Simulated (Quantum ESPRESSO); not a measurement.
Crystal: Mo.

```
Mo
1.0
    -1.58381    1.58381    1.58381
     1.58381   -1.58381    1.58381
     1.58381    1.58381   -1.58381
Mo
1
Direct
  0.00000 0.00000 0.00000
```

Base run:

* Program: Quantum ESPRESSO 7.5
* Functional: AM05
* Potentials or basis: PseudoDojo 0.4.1 SR PBE standard
* Cutoff: 1088 eV
* Density cutoff: 4354 eV
* k mesh: 12 × 12 × 12
* Occupations: fermi-dirac, width 0.05 eV
* Spin: no spin polarisation

Its results: band gap on the k mesh none (metal or under the smearing width); pressure -10.0 GPa.

**Question.** The run is repeated on the same cell with these changes: functional from AM05 to PBEsol; potentials or basis from PseudoDojo 0.4.1 SR PBE standard to PseudoDojo 0.4.1 SR PBEsol standard. What comes out?

**Answer.** Band gap on the k mesh none (metal or under the smearing width); pressure -9.3 GPa.

Caveats: the potentials were made for another functional, which shifts forces and pressure (some runs).
